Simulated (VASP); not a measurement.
**ZrB2 under changes of volume**

One of the cells (10.454 Å³/atom); the others are scaled copies at fixed shape and fractional positions:

```xyz
3
Lattice="3.1910 0.0000 0.0000 -1.5955 2.7635 0.0000 0.0000 0.0000 3.5564" Properties=species:S:1:pos:R:3 pbc="T T T"
Zr    0.0000    0.0000    0.0000
B     1.5955    0.9212    1.7782
B     0.0000    1.8423    1.7782
```

- Program: VASP 6.6.1
- Functional: PBE
- Potentials or basis: VASP PAW PBE potentials, release 64 (Zr_sv, B)
- Cutoff: 520 eV
- k mesh: 10 × 10 × 8
- Occupations: fermi-dirac, width 0.05 eV
- Spin: no spin polarisation

```csv
volume (Å³/atom),energy over the lowest point (meV/atom),pressure (GPa)
9.634,33.25,17.9
9.839,14.27,11.7
10.044,2.86,6.0
10.454,0.00,-3.7
10.659,?,?
10.864,19.78,-11.7
```

Q: What does the run at 10.659 Å³/atom give?

A: Energy over the lowest point 7.33 meV/atom; pressure -7.9 GPa.

Worked out: A Birch-Murnaghan fit of order 3 (a polynomial in V^(-2/3)) to the other rows has its minimum at 10.29 Å³/atom with B0 = V·E''(V) = 239 GPa and B' = 3.9 at fixed shape and positions, which overstates the stiffness. It gives 7.33 meV/atom at 10.659 Å³/atom, against the run's 7.33, and -dE/dV = -7.8 GPa, against -7.9.

Energies are extrapolated to zero smearing.
